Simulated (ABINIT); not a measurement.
MgS:

```
S Mg
1.0
     0.00000    2.83312    2.83312
     2.83312    0.00000    2.83312
     2.83312    2.83312    0.00000
S Mg
1 1
Direct
  0.25000 0.25000 0.25000
  0.00000 0.00000 0.00000
```

The cell comes from a database or a generator and needn't be the stable form of this composition.

Base run:

| Quantity | Value |
| --- | --- |
| Program | ABINIT 10.8.3 (patched build) |
| Functional | TB-mBJ |
| Potentials or basis | JTH PAW LDA v2.0 |
| Cutoff | 653 eV |
| k mesh | 8 × 8 × 8 |
| Occupations | fermi-dirac, width 0.05 eV |
| Spin | no spin polarisation |

Its results: band gap on the k mesh 5.17 eV, direct.

The run is repeated on the same cell with these changes: functional from TB-mBJ to LDA; cutoff from 653 eV to 544 eV; fine-grid cutoff from 1251.72 eV to 1088.46 eV. What comes out?

Band gap on the k mesh 3.17 eV, direct.

Caveats: the constant c of TB-mBJ comes from the pseudo density here, which moves gaps by up to 0.3 eV between sets of potentials (some runs).
